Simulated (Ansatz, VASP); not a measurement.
# One calculation of Ge, two programs

```
Ge
1.0
     1.36863   -2.54743    0.00000
     1.36863    2.54743    0.00000
     0.00000    0.00000    2.64315
Ge
1
Direct
  0.50000 0.50000 0.00000
```

Change from the starting cell: volume scaled by 0.94.

Alike in both runs: task single point; functional PBE; k mesh 11 × 11 × 10; occupations fermi-dirac, width 0.05 eV; no spin polarisation.

|  | VASP | Ansatz |
| --- | --- | --- |
| version | VASP 6.6.1 | Ansatz 0.2.0 |
| potentials or method | VASP PAW PBE potentials, release 64 (Ge_d) | Ansatz PAW |
| plane-wave cutoff (eV) | 520 | 420 |
| valence electrons in the cell | 14 | 14 |

|  | VASP | Ansatz | Ansatz less VASP |
| --- | --- | --- | --- |
| gap on the k mesh at the Fermi level (eV) | none | none | - |
| pressure (GPa) | 3.9 | 3.9 | -0.02 |
| largest component of the traceless stress (GPa) | 2.07 | 2.07 | -0.005 |

A gap of «none» marks a metal or a gap that the smearing closes.
